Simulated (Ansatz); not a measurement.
# GaN (P6_3mc) in Ansatz: band structure with HSE06

Aim: the band structure of GaN with HSE06.

All numbers are computed with Ansatz 0.2.0; they aren't measurements. Logs are shortened: lines on timing, memory, paths and dates and some standing lists are left out, and cuts for length are marked.

**What was measured.**

“Studying electronic properties in GaN without electrical contacts using γ-γ vs e−-γ Perturbed Angular Correlations”, 2019, pmc:6823545 quotes, for a bulk crystal of GaN: band gap 3.503 ± 0.005 eV (direct).

The results are compared with them further down.

## Step 1: The crystal as given

It takes space group P6_3mc (No. 186, hexagonal). The conventional cell has a = 3.212 Å, b = 3.212 Å, c = 10.357 Å, α = 90.00°, β = 90.00°, γ = 120.00°. Ga (site symmetry 3m) is surrounded by 4 N at 1.95 to 2.00 Å. Around Ga (site symmetry 3m) lie 3 N at 1.94 Å. Around N (site symmetry 3m) lie 4 Ga at 1.94 to 2.00 Å. N (site symmetry 3m) is surrounded by 3 Ga at 1.95 Å.

The cell is a database's computed one.

## Step 2: Band structure, HSE06

input

```
crystal:
  lattice:
    - [3.2115377864, 0.0, 0.0]
    - [-1.6057688932, 2.7812733083, 0.0]
    - [0.0, 0.0, 10.35684]
  atoms:
    - { symbol: Ga, position: [0.0, 0.0, 0.785868] }
    - { symbol: Ga, position: [0.6666666667, 0.3333333333, 0.037349] }
    - { symbol: Ga, position: [0.3333333333, 0.6666666667, 0.537349] }
    - { symbol: Ga, position: [0.0, 0.0, 0.285868] }
    - { symbol: "N", position: [0.0, 0.0, 0.093038] }
    - { symbol: "N", position: [0.6666666667, 0.3333333333, 0.343745] }
    - { symbol: "N", position: [0.0, 0.0, 0.593038] }
    - { symbol: "N", position: [0.3333333333, 0.6666666667, 0.843745] }
hamiltonian:
  xc: hse06
  pseudopotentials: { kind: paw }
kpoints:
  mp_grid: { grid: [6, 6, 2] }
  band_path:
    path:
      - [[0.0, 0.0, 0.0], [0.5, 0.0, 0.0], [0.3333333333, 0.3333333333, 0.0], [0.0, 0.0, 0.0], [0.0, 0.0, 0.5], [0.5, 0.0, 0.5], [0.3333333333, 0.3333333333, 0.5], [0.0, 0.0, 0.5]]
      - [[0.5, 0.0, 0.5], [0.5, 0.0, 0.0]]
      - [[0.3333333333, 0.3333333333, 0.0], [0.3333333333, 0.3333333333, 0.5]]
    npoints: 4
scf:
  occupations: { method: fermi_dirac, width: 0.05 }
  n_extra_bands: 20
output:
  forces: true
  stress: true
  eigenvalues: true
  fatbands: false
```

Potentials or basis: Ansatz PAW.

Output:

```text
Warning: output.stress: scf.convergence.dr2_threshold = 1e-7 eV (the SCF's general default) is looser than the 8e-10 eV advised for a printed stress (1e-10 eV for each atom of the cell: 8). What an SCF threshold leaves in a stress goes as its square root, and in the free energy as the threshold itself, and one threshold admits the most on a small cell: of the crystals measured, under no hybrid functional and no lock of the moments, on runs that ended without the residual-converged pass, on stresses that held no estimate of that error, the worst erred by over 100 MPa in a component at 1e-7 eV an atom and by under 5 at 1e-10. Set scf.convergence.dr2_threshold to 8e-10 eV or tighter. The threshold is an SCF's pass mark: one that does not reach it within its budget of iterations ends unconverged, or closes short of it on a stop that the run arms, and scf.convergence.dr2_threshold's page says what that costs each kind of run
Warning: output.stress: scf.exx.energy_threshold = 1e-6 eV is looser than the 8e-8 eV advised for a stress under a hybrid functional (1e-8 eV for each atom of the cell: 8). Every SCF of the exchange loop can meet its threshold on dr2 while the loop round them stops early: no threshold on dr2 bounds what that leaves in the stress. Set scf.exx.energy_threshold to 8e-8 eV or tighter. The threshold is the loop's pass mark: a loop that does not reach it within its budget of cycles ends unconverged, and scf.exx.energy_threshold's page has the law
scf.n_extra_bands = 20 over 36 filled bands (N_el = 72.0): the run solves 56 bands
GPUs: using 1 of 1 available (devices: 1).
Engine: ansatz 0.2.0, x86_64-unknown-linux-gnu
Pseudopotentials: kind: paw
Pseudopotential: Ga, paw, valence charge 13, recommended cutoff 420 eV (normal), Ga.paw.azcp
Pseudopotential: N, paw, valence charge 5, recommended cutoff 420 eV (normal), N.paw.azcp
Functional definition: HSE06
  parameter a = 0.25
  parameter omega = 0.11/bohr
  exchange = pbe_x - a*pbe_x_sr(omega) + a*exact_x_sr(omega)
  correlation = pbe_c
device memory: the entry about to start is reckoned to put 1.5 GiB on a device that reports 68.3 GiB free (of which the cap on the GPU budget leaves the run 18.0 GiB)
GPU FFT provider: cuFFT
GPU libraries: cuBLAS 13.8.2, cuFFT 12.4.0, cuSOLVER 12.3.4
Crystal: 8 atoms, lattice volume = 92.509 Å³
Basis set: ecut = 420 eV, 1835 PW (Γ), exchange–correlation on 48×48×144 points (8 copies of the dense FFT grid, shifted against one another)
Bands: 56, of which v1, the nominal top of the filled ones, is band 36 counted from 1 (35 counted from 0)
Symmetry: 12 space group operations
Space group: P63mc (ITA 186), of the structure as read, at distance tolerance 4.5e-5 Å
k-points: 14 of 72
Non-local potential: Ga, projectors of the file, l = 0: 2, l = 1: 2, l = 2: 3, l = 3: 1
Non-local potential: N, projectors of the file, l = 0: 2, l = 1: 2, l = 2: 1
PAW form: soft (Blöchl's): semilocal exchange-correlation on the pseudo side does not see the compensation charge
PAW frozen core: Ga, regenerated for the run's functional, and the local potential with it (the file was generated under x = pbe(κ = 0.804, μ = 0.2195149727645171), c = pbe(β = 0.06672455060314922))
PAW frozen core: N, regenerated for the run's functional, and the local potential with it (the file was generated under x = pbe(κ = 0.804, μ = 0.2195149727645171), c = pbe(β = 0.06672455060314922))
PAW one-centre angular grid: Ga, 590 points (default); XC on 64 Gauss nodes
PAW one-centre angular grid: N, 110 points (default); XC on 64 Gauss nodes
Initial density: superposition of atomic densities (neutral atoms: chi_scale 0, normalization atom), corrected by the library's trained network
Initial wavefunctions: pseudopotential atomic-orbital guess
GPU buffer pool allocated for 41472 grid points (all kernels)
GPU transforms: local potential and band sums: pruned to the plane-wave sphere, on 24×24×72
Functional: x = pbe(κ = 0.804, μ = 0.2195149727645171), c = pbe(β = 0.06672455060314922), warm-up for x = pbe(κ = 0.804, μ = 0.2195149727645171) + 0.25 (exact − pbe) at short range (hse, ω = 0.20786987370883472 Å⁻¹), c = pbe(β = 0.06672455060314922); HSE06 as pw.x's `hse` composes it (authors' and Libxc's form: `xc: wpbeh`)
SCF iter   1: F=—  HF=-16669.371527 eV  |F-HF|=—  |Δ(HF+E_count)|=         —  Δρ=3.38e-3  dr2=1.13e-2  ethr=1.77e-3  ⟨swp⟩=9.7  Hψ=3535  notcnv=0
preconditioner: auto → none  [insulator: Δε(μ)=0.818 eV  Ē_g=19.793 eV  σ=0.050 eV  W_gap=1.00  n_scr=38 (ndim 8)  ℏωp=32.8 eV  f_vac=0.004  D(μ)=0.00/eV (n_scr^D=0)]
[... 28 lines left out ...]
GPU FFT provider: cuFFT
GPU libraries: cuBLAS 13.8.2, cuFFT 12.4.0, cuSOLVER 12.3.4
GPU buffer pool allocated for 41472 grid points (all kernels)
GPU transforms: local potential and band sums: pruned to the plane-wave sphere, on 24×24×72
Exchange kernel: α = 0.2500, screened, ω = 0.2079 Å⁻¹, Wigner–Seitz truncation, v(0) = 1044.3417 eV·Å³, q-mesh 6×6×2, nearest image of the exchange supercell L = 19.27 Å, pair-density grid 15×15×50, without the augmentation charges, whose exchange is taken in its separable form by FFT convolution over the k-point mesh (sized by the pseudopotential files, 20×20×72 at the most), smooth part of the exact exchange by density-matrix convolution in up to 2.77 GiB of GPU memory as planned if the GPU has room (build and FFT work areas not counted)
Frozen-core exchange: fock
SCF iter   1: F=—  HF=-16671.071426 eV  |F-HF|=—  |Δ(HF+E_count)|=         —  Δρ=4.06e-5  dr2=1.33e-6  ethr=9.18e-7  ⟨swp⟩=4.4  Hψ=1875  notcnv=0
preconditioner: auto → none  [insulator: Δε(μ)=1.943 eV  Ē_g=22.856 eV  σ=0.050 eV  W_gap=1.00  n_scr=38 (ndim 8)  ℏωp=32.8 eV  f_vac=0.006  D(μ)=0.00/eV (n_scr^D=0)]
SCF iter   2: F=—  HF=-16671.071429 eV  |F-HF|=—  |Δ(HF+E_count)|=   3.14e-6  Δρ=2.38e-5  dr2=3.91e-7  ethr=1.37e-9  ⟨swp⟩=4.4  Hψ=2382  notcnv=0  defer=1
SCF iter   3: F=—  HF=-16671.071429 eV  |F-HF|=—  |Δ(HF+E_count)|=   5.83e-8  Δρ=7.20e-6  dr2=2.31e-8  ethr=4.21e-10  ⟨swp⟩=3.0  Hψ=1412  notcnv=0
SCF iter   4: F=—  HF=-16671.071429 eV  |F-HF|=—  |Δ(HF+E_count)|=   8.52e-8  Δρ=4.37e-6  dr2=1.49e-8  ethr=2.33e-11  ⟨swp⟩=4.9  Hψ=2558  notcnv=0  defer=1
SCF iter   5: F=-16671.071429 eV  HF=-16671.071429 eV  |F-HF|=1.66e-9  |Δ(HF+E_count)|=   4.32e-9  Δρ=8.97e-7  dr2=1.68e-9  ethr=2.04e-11  ⟨swp⟩=3.0  Hψ=1580  notcnv=0
SCF 3 converged in 5 iterations: F = -16671.071429 eV  dr2 = 1.68e-9
  Residual-converged pass: ⟨swp⟩=3.0  Hψ=1731  notcnv=0  max |occ|·‖R‖ = 6.0e-7 eV (tolerance 8.9e-7 eV)  dr2=1.75e-9  dr2_onsite=3.05e-10  max |Δocc| = 7.5e-19
hybrid outer 2: dexx = +1.578e-6 eV, tail = 5.14e-8 eV, Δε = 3.03e-3 eV (about 7.19e-5 eV left of the loop's levels), ΔF = 6.58e-3 eV/Å (tail 7.30e-4)
device memory: the entry about to start is reckoned to put 1.1 GiB on a device that reports 67.7 GiB free (of which the cap on the GPU budget leaves the run 18.0 GiB)
NSCF: frozen V_eff on 39 k-points, pencils in batches of 32, up to order 248
hybrid SCF converged: 2 outer / 12 inner (+4 warm-up), last move |dexx| = 1.58e-6 eV, tail = 5.14e-8 eV
Stability not checked: this state was not tested for a lower state beside it, because the functional holds exact exchange (a hybrid, or Hartree-Fock), whose exchange loop this test does not read (fock_operator; see scf.lower_state_search)
Free energy (F): -16671.071429 eV
Frozen-core exchange: fock
Harris-Foulkes:  -16671.071429 eV  (|F-HF|=1.66e-9)
Internal energy: -16671.071429 eV  (E = F + TS)
E sigma→0 (E₀):  -16671.071429 eV
Fermi energy:    10.230200 eV
--- Per-component energies (eV) ---
  E_band       = -198.527574
  E_kinetic    = 979.549238
  E_local      = -7739.147492  (includes V_loc(G=0)·N_el)
  E_nonlocal   = 1900.218774
  E_hartree    = 3568.282754
  E_xc         = -411.959251
  E_vxc        = -425.563687  (∫ρ·V_xc dr)
  E_exx        = -247.003770  (= α·E_x^exact, valence–valence)
  E_paw        = -8344.700172  (= ΣΔE_a)
  E_vpaw       = -1556.142162  (= ΣTr[D̂ρ^β])
  E_aug_tail   = 0.000134  (compensation charges beyond the density's cutoff)
  E_ewald      = -6376.672042
  E_core_change = 0.360398  (= ΣΔE_core)
  E_smearing   = -0.000000  (= −TS)
  E_closure    = 0.000000  (closes the sum)
  Σ components = -16671.071429   (vs F -16671.071429, Δ=0.00e0)
--- Forces (eV/Å), atoms counted from 1 ---
  atom   1  Ga     0.00000000    -0.00000000     0.00924827
  atom   2  Ga     0.00000000    -0.00000000     0.08844691
  atom   3  Ga     0.00000000     0.00000000     0.08844691
  atom   4  Ga     0.00000000     0.00000000     0.00924827
  atom   5  N     -0.00000000     0.00000000    -0.29787360
  atom   6  N      0.00000000     0.00000000     0.20002644
  atom   7  N      0.00000000    -0.00000000    -0.29787360
  atom   8  N     -0.00000000    -0.00000000     0.20002644
  max |Σ_I F_I| component: 3.04e-4 eV/Å
--- Stress (GPa, compression-positive) ---
      -10.060660       0.000000       0.000000
        0.000000     -10.060660      -0.000000
        0.000000      -0.000000      -0.310842
  P = ⅓ Tr σ = -6.8107 GPa (-68.107 kbar)
--- Band table (eV; the first three rows and the last of 14) ---
  k-point 0: bands = ["-8.8284", "-8.6541", "-7.8523", "-7.7575", "-7.5547", "-7.5547", "-7.5543", "-7.5543", "-7.3825", "-7.3825", "-7.3814", "-7.3814", "-7.2284", "-7.0293", "-6.7562", "-6.7562", "-6.7554", "-6.7554", "-6.5270", "-6.5270", "-6.5247", "-6.5247", "-6.0482", "-5.0751", "1.8377", "4.4221", "5.6054", "7.7074", "7.7074", "7.7602", "7.7602", "8.6515", "8.6515", "8.6971", "8.6971", "9.2556", "11.1987", "13.8565", "14.0972", "14.1270", "17.8338", "18.6671", "19.2446", "19.3077", "19.3077", "20.0710", "20.0710", "21.0652", "21.0652", "21.7068", "21.9900", "21.9900", "24.7679", "24.7756", "25.6710", "25.9355"]
  k-point 1: bands = ["-8.7420", "-8.7420", "-7.8096", "-7.8096", "-7.5545", "-7.5545", "-7.5545", "-7.5545", "-7.3820", "-7.3820", "-7.3820", "-7.3820", "-7.1679", "-7.1679", "-6.7558", "-6.7558", "-6.7558", "-6.7558", "-6.5259", "-6.5259", "-6.5259", "-6.5259", "-5.5348", "-5.5348", "2.7735", "2.7735", "7.5575", "7.5575", "7.7330", "7.7330", "7.7330", "7.7330", "8.6747", "8.6747", "8.6747", "8.6747", "12.6168", "12.6168", "14.2148", "14.2148", "18.3042", "18.3042", "19.6155", "19.6155", "19.6155", "19.6155", "20.2402", "20.2402", "21.5654", "21.5654", "21.5654", "21.5654", "24.9306", "24.9306", "26.6152", "26.6152"]
  k-point 2: bands = ["-8.6872", "-8.5800", "-7.7700", "-7.7113", "-7.5691", "-7.5540", "-7.5308", "-7.5293", "-7.4007", "-7.3937", "-7.3653", "-7.3649", "-7.0962", "-6.9049", "-6.7155", "-6.7145", "-6.6659", "-6.5822", "-6.5576", "-6.5266", "-6.5226", "-6.4787", "-5.7722", "-4.8226", "2.2967", "4.1965", "5.2047", "5.8787", "6.5951", "7.0622", "7.0973", "7.3815", "7.4445", "8.1360", "8.4688", "9.0643", "12.8694", "14.2520", "15.1864", "15.5599", "17.3162", "17.3522", "18.2650", "18.9745", "19.3683", "19.8198", "20.2211", "20.9377", "21.2553", "21.7428", "22.2591", "22.5322", "23.4488", "24.8866", "25.4449", "25.9592"]
  k-point 13: bands = ["-8.5132", "-8.5132", "-7.7126", "-7.7126", "-7.5005", "-7.5005", "-7.4278", "-7.4278", "-7.4191", "-7.4191", "-7.3039", "-7.3039", "-6.7431", "-6.7431", "-6.6637", "-6.6637", "-6.5822", "-6.5822", "-6.5361", "-6.5361", "-4.7240", "-4.7240", "-3.9595", "-3.9595", "2.1907", "2.1907", "2.7221", "2.7221", "3.6910", "3.6910", "4.7849", "4.7849", "6.4824", "6.4824", "8.0788", "8.0788", "13.5207", "13.5207", "17.4013", "17.4013", "17.4379", "17.4379", "18.4989", "18.4989", "19.7006", "19.7006", "19.9253", "19.9253", "22.5370", "22.5370", "23.7536", "23.7536", "23.7950", "23.7950", "27.2868", "27.2868"]
```

It took 2.1 min on 1 × NVIDIA H100 80GB HBM3 with 2 threads of AMD EPYC 7R13 (Zen 3), shared host; peak memory 2.4 GiB.

What came out:

* Free energy: -16671.0714 eV
* Pressure: -6.8 GPa
* Largest force: 0.298 eV/Å
* Band gap on the k mesh: 1.94 eV, direct
* Band gap along the path: 1.94 eV, direct

Forces on the atoms (eV/Å):
```
Ga   0.000  0.000  0.009
Ga   0.000  0.000  0.088
Ga   0.000  0.000  0.088
Ga   0.000  0.000  0.009
N    0.000  0.000 -0.298
N    0.000  0.000  0.200
N    0.000  0.000 -0.298
N    0.000  0.000  0.200
```

Stress tensor (GPa, compression positive):
```
-10.06   0.00   0.00
  0.00 -10.06   0.00
  0.00   0.00  -0.31
```

Levels at the corners of the path, in eV from the valence-band top:
```tsv
point	band 34	band 35	band 36	band 37	band 38	band 39
Γ	-0.56	-0.56	0.00	1.94	4.60	4.84
M	-2.12	-1.62	-0.84	3.13	3.66	5.97
K	-1.99	-1.31	-1.31	4.43	4.43	7.25
Γ	-0.56	-0.56	0.00	1.94	4.60	4.84
A	-0.58	-0.58	-0.58	3.36	3.36	4.96
L	-1.89	-1.52	-1.52	3.71	3.71	5.71
H	-2.77	-1.18	-1.18	4.27	4.27	8.15
A	-0.58	-0.58	-0.58	3.36	3.36	4.96
L	-1.89	-1.52	-1.52	3.71	3.71	5.71
M	-2.12	-1.62	-0.84	3.13	3.66	5.97
K	-1.99	-1.31	-1.31	4.43	4.43	7.25
H	-2.77	-1.18	-1.18	4.27	4.27	8.15
```

Caveat: the pressure holds a Pulay correction of +0.4 GPa for the finite cutoff; the PAW data sets come from PBE, with cores solved anew for the run's functional, which leaves a small shift of forces and pressure; the thresholds are loose for stress.

## Step 3: Comparison with measurements

Step 2. Against the measured gap of GaN, 3.503 eV (direct; quoted in “Studying electronic properties in GaN without electrical contacts using γ-γ vs e−-γ Perturbed Angular Correlations”, 2019, pmc:6823545), the calculated 1.94 eV is off by -1.56 eV. Spin-orbit coupling on Ga is left out. The value is that of HSE06, without temperature or zero-point motion. The cell is a database's relaxed one, not the measured one, which moves gaps too.
